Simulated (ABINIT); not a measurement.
# Quasiparticle gap of AlN (P6_3mc) in ABINIT, part 3 of 3

How does a plane-wave GW calculation on AlN (P6_3mc) run from the first input to the gap?

ABINIT 10.8.3; PBE and many-body steps on it, plane waves. Known limits of the many-body steps: not at the basis limit; coarse k mesh.

So far. Step 4 (Empty states on the mesh, 3×3×4 mesh, 83 bands): On this mesh the gap is 4.220 eV. Step 5 (Screening, 3×3×4 mesh, 75 bands, screening to 136.1 eV): Local fields lower ε∞ by 9 %. On a Γ-centred mesh this coarse the value itself is usually too large, while a short band sum pulls it down.

The database entry behind the starting cell differs from later determinations by our own check (inner coordinate u about 0.002 short), so it need not match the best structure at ambient conditions.

### Step 6. Self-energy, 3×3×4 mesh, 75 bands, screening to 136.1 eV

The self-energy is evaluated for the states that the input lists, and the levels follow from it, in one-shot runs by the linearised quasiparticle equation.

This step: G0W0 on PBE, plane waves, norm-conserving pseudopotentials.

File run.abi:

```
acell 3*1.0 Angstrom
rprim 
  3.113000000011 -0.000000000003 0.000000000000
  -1.556500000003 2.695937081992 0.000000000000
  0.000000000000 0.000000000000 4.981000000000
ntypat 2
znucl 13 7
natom 4
typat 1 1 2 2
xred 
  0.333333333333 0.666666666667 0.000000000000
  0.666666666667 0.333333333333 0.500000000000
  0.333333333333 0.666666666667 0.380000000000
  0.666666666667 0.333333333333 0.880000000000
pp_dirpath "pseudos"
pseudos "Al.upf, N.upf"
ecut 36
ngkpt 3 3 4
nshiftk 1
shiftk 0 0 0
kptopt 1
chksymbreak 0
istwfk *1
occopt 1
irdwfk 1
optdriver 4
nband 75
gwcalctyp 0
ecutsigx 36
symsigma 1
nkptgw 1
kptgw 
  0.0000000000 0.0000000000 0.0000000000
bdgw 
  6 10
ecuteps 5
irdscr 1
ppmodel 1
indata_prefix "in"
outdata_prefix "out"
tmpdata_prefix "tmp"
```

Run with:

```
$ OMP_NUM_THREADS=1 mpirun -n 8 abinit run.abi > log
```

Numbers of over 12 decimals in the logs are rounded to 6 here.

What it wrote:

```text
.Version 10.8.3 of ABINIT. v10.8.2 released Aug 2026.

 Symmetries : space group P6_3 m c (#186); Bravais hP (primitive hexag.)
[... echo of the input left out ...]
== DATASET  1 ==================================================================
-   mpi_nproc: 8, omp_nthreads: 1 (-1 if OMP is not activated)

--- !DatasetInfo
iteration_state: {dtset: 1, }
dimensions: {natom: 4, nkpt: 9, mband: 75, nsppol: 1, nspinor: 1, nspden: 1, mpw: 2934, }
cutoff_energies: {ecut:  36.0, pawecutdg:  -1.0, }
electrons: {nelect:   1.60000000E+01, charge:   0.00000000E+00, occopt:   1.00000000E+00, tsmear:   1.00000000E-02, }

 SIGMA: Calculation of the GW corrections

 Based on a program developped by R.W. Godby, V. Olevano, G. Onida, and L. Reining.
 Incorporated in ABINIT by V. Olevano, G.-M. Rignanese, and M. Torrent.
.Using double precision arithmetic ; gwpc =  8

[... cell and pseudopotentials left out ...]
--------------------------------------------------------------------------------

 ==== K-mesh for the wavefunctions ====
 Number of points in the irreducible wedge :     9
[... list of points left out ...]
 Together with 12 symmetry operations and time-reversal symmetry
 yields    36 points in the full Brillouin Zone.

 ==== Q-mesh for screening function ====
 Number of points in the irreducible wedge :     9
[... list of points left out ...]
 Together with 12 symmetry operations and time-reversal symmetry
 yields    36 points in the full Brillouin Zone.

 vcoul_init : cutoff-mode = AUXILIARY_FUNCTION
 q-points for optical limit:   1
     1)      0.000010    0.000020    0.000030
 setmesh: FFT mesh size selected  =    27x   27x   54
          total number of points  =        39366

 Number of electrons calculated from density =   16.0000; Expected =   16.0000
 average of density, n =  0.056718
 r_s =    1.6146
 omega_plasma =   22.9728 [eV]

 === KS Band Gaps ===
  >>>> For spin  1
   Minimum direct gap =   4.2205 [eV], located at k-point      :   0.0000  0.0000  0.0000
   Fundamental gap    =   4.2205 [eV], Top of valence bands at :   0.0000  0.0000  0.0000
                                       Bottom of conduction at :   0.0000  0.0000  0.0000
 SIGMA fundamental parameters:
 PLASMON POLE MODEL  1
 number of plane-waves for SigmaX                 2863
 number of plane-waves for SigmaC and W            135
 number of plane-waves for wavefunctions          2863
 number of bands                                    75
 number of independent spin polarizations            1
 number of spinorial components                      1
 number of k-points in IBZ                           9
 number of q-points in IBZ                           9
 number of symmetry operations                      12
 number of k-points in BZ                           36
 number of q-points in BZ                           36
 number of frequencies for dSigma/dE                 9
 frequency step for dSigma/dE [eV]                0.25
 number of omega for Sigma on real axis              0
 max omega for Sigma on real axis  [eV]           0.00
 zcut for avoiding poles [eV]                     0.10

 EPSILON^-1 parameters (SCR file):
 dimension of the eps^-1 matrix on file            135
 dimension of the eps^-1 matrix used               135
 number of plane-waves for wavefunctions          2863
 number of bands                                    75
 number of q-points in IBZ                           9
 number of frequencies                               2
 number of real frequencies                          1
 number of imag frequencies                          1

 matrix elements of self-energy operator (all in [eV])

 Perturbative Calculation

--- !SelfEnergy_ee
iteration_state: {dtset: 1, }
kpoint     : [   0.000,    0.000,    0.000, ]
spin       : 1
KS_gap     :    4.220
QP_gap     :    5.364
Delta_QP_KS:    1.143
data: !SigmaeeData |
     Band     E0 <VxcDFT>   SigX SigC(E0)      Z dSigC/dE  Sig(E)    E-E0       E
        6   5.135 -16.993 -20.718   3.352   0.795  -0.258 -17.289  -0.296   4.838
        7   5.135 -16.993 -20.718   3.352   0.795  -0.258 -17.289  -0.296   4.838
        8   5.314 -17.085 -20.310   3.003   0.800  -0.250 -17.263  -0.178   5.137
        9   9.535 -12.505  -7.906  -3.431   0.826  -0.211 -11.540   0.965  10.500
       10  11.990 -10.792  -5.550  -4.041   0.832  -0.202  -9.793   0.999  12.989

== END DATASET(S) ==============================================================
================================================================================

 -outvars: echo values of variables after computation  --------
           etotal      0.0000000000E+00
            nband          75
             nkpt           9
          spgroup         186
 [... the other variables as echoed above ...]

 Calculation completed.
```

Wall time 2 s (8 MPI ranks of AMD EPYC 9R45, shared host); peak memory 0.11 GiB; 15 s of CPU time.

This step gave:

| Quantity | Value |
| --- | --- |
| G0W0 gap on the points computed | 5.363 eV |
| starting gap on the mesh | 4.220 eV |
| k of the valence top | 0, 0, 0 |
| k of the conduction bottom | 0, 0, 0 |
| Z at the valence top | 0.8 |
| Z at the conduction bottom | 0.826 |
| least direct G0W0 gap on the computed points | 5.363 eV |

The gap on the mesh goes from 4.22 eV to 5.36 eV, a correction of +1.14 eV.

Limits: finite bands, cutoff and mesh; coarse k mesh. v1 is the top filled band, c1 the lowest empty one. The levels before and after the correction (eV, zero at the valence-band top of each column):

|  | conduction bottom | valence top |
| --- | --- | --- |
| Kohn-Sham | 4.22 | 0.00 |
| G0W0 | 5.36 | 0.00 |

|  | level | energy (eV) |
| --- | --- | --- |
| Kohn-Sham | Γ v3-v2 | -0.180 |
| Kohn-Sham | Γ v1 | 0.000 |
| Kohn-Sham | Γ c1 | 4.221 |
| Kohn-Sham | Γ c2 | 6.676 |
| G0W0 | Γ v3-v2 | -0.299 |
| G0W0 | Γ v1 | 0.000 |
| G0W0 | Γ c1 | 5.363 |
| G0W0 | Γ c2 | 7.852 |

### Step 7. Where the time went

Times are wall times on 8 MPI ranks of AMD EPYC 9R45, shared host, good to a factor of about two.

| step | time | share | memory (GiB) |
| --- | --- | --- | --- |
| ground state | 3.5 s | 12 % | 0.61 |
| bands along the symmetry lines | 4.8 s | 17 % | 0.58 |
| empty states on the mesh | 15 s | 53 % | 4.1 |
| screening | 3.2 s | 11 % | 0.96 |
| self-energy | 2 s | 7 % | 0.11 |

### Step 8. Outcome

```json
{"PBE gap": "4.22 eV, direct", "G0W0 gap on the mesh": "5.36 eV", "GW settings": "3×3×4 mesh, 75 bands, screening to 136.1 eV, Godby-Needs plasmon pole", "known limits": "not at the basis limit; coarse k mesh"}
```

What this shows: G0W0 moves the gap on the mesh from 4.22 eV to 5.36 eV (+1.14 eV), with Z of 0.80 and 0.83 at the edges. Local fields lower the RPA ε∞ on this mesh from 5.36 to 4.90; a Γ-centred mesh this coarse tends to raise both, most where the direct gap is narrow, while a short band sum lowers them. Only 1 of the mesh's irreducible points was corrected, so a valley elsewhere could overtake. The dearest step here is «empty states on the mesh». Bands and cutoff are finite, so the gap is not at the basis limit. The miss can reach some tenths of an eV and take either sign; the mesh is an error of its own. In the G0W0 run levels were corrected at 1 k point alone, so a gap called «on the mesh» is the least over those, and an edge elsewhere would be missed. The 3×3×4 mesh is coarse for this cell, which bears on the long-range parts of exchange and screening.

[Paths, hosts, dates, memory and timing lines, banners, echoed tables and standing remarks are left out of the program output.]

[Logs are printed without paths, hosts, clocks, repeated set-up lines and the standing remarks that a program may print on its own settings, such as how far it seeks lower states.]

[Runs of the session that timed out or met a known fault of the program may be left out.]

[Hosts, paths, dates, database ids (printed as entryN), source tags and the programs' standing remarks are cut or masked in the printed files.]

[G0W0 gaps are taken among the corrected bands and points alone; a level outside them can change the order at an edge.]

[Where Ansatz stands beside ABINIT at settings called matched, ABINIT's density can come from a denser mesh and the files from another edition; pairs whose starting gaps differed by over 0.03 eV were left out, so agreement reads better than it is.]
